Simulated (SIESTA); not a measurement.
Crystal: GaN.

```
CELL_PARAMETERS angstrom
0.00000 2.25350 2.25350
2.25350 0.00000 2.25350
2.25350 2.25350 0.00000
ATOMIC_POSITIONS crystal
Ga 0.00000 0.00000 0.00000
N 0.25000 0.25000 0.25000
```

The cell is a database's computed one.

Program: SIESTA 5.4.2. Alike in all runs: task band structure; cell as given; smearing fermi-dirac 0.05 eV; grid cutoff 800 Ry.

Task: Order these runs on this cell by their pressure, lowest first.
A. level PBE; potentials or basis PseudoDojo 0.4 standard (PBE files), SZP (energy shift 0.01 Ry); spin off; k mesh 10 × 10 × 10; energy shift 0.01 Ry
B. level PBEsol; potentials or basis PseudoDojo 0.4 standard (PBEsol files, fully relativistic), DZP (energy shift 0.002 Ry; radii capped at 9.5 bohr); spin non-collinear, zero start, SOC; k mesh 8 × 8 × 8; energy shift 0.002 Ry
C. level PBE; potentials or basis PseudoDojo 0.4 standard (PBE files), SZ (energy shift 0.002 Ry; radii capped at 9.5 bohr); spin off; k mesh 10 × 10 × 10; energy shift 0.002 Ry
D. level LDA; potentials or basis PseudoDojo 0.4 standard (PBE files, fully relativistic), DZP (energy shift 0.002 Ry; radii capped at 9.5 bohr); spin non-collinear, zero start, SOC; k mesh 8 × 8 × 8; energy shift 0.002 Ry

Result: D (-1.7 GPa), B (3.0 GPa), A (10.0 GPa), C (15.5 GPa).

Caveats: the basis of atomic orbitals isn't converged, which shifts pressures, moduli and gaps; semicore shells carry a single zeta, which can move pressures by several GPa and volumes by a few percent (some runs); the basis has no polarisation orbitals (some runs); so large a pressure means that the cell lies far from this level's equilibrium, or that cutoff or potentials fall short (some runs); the potentials were made for another functional, which shifts forces and pressure (some runs).
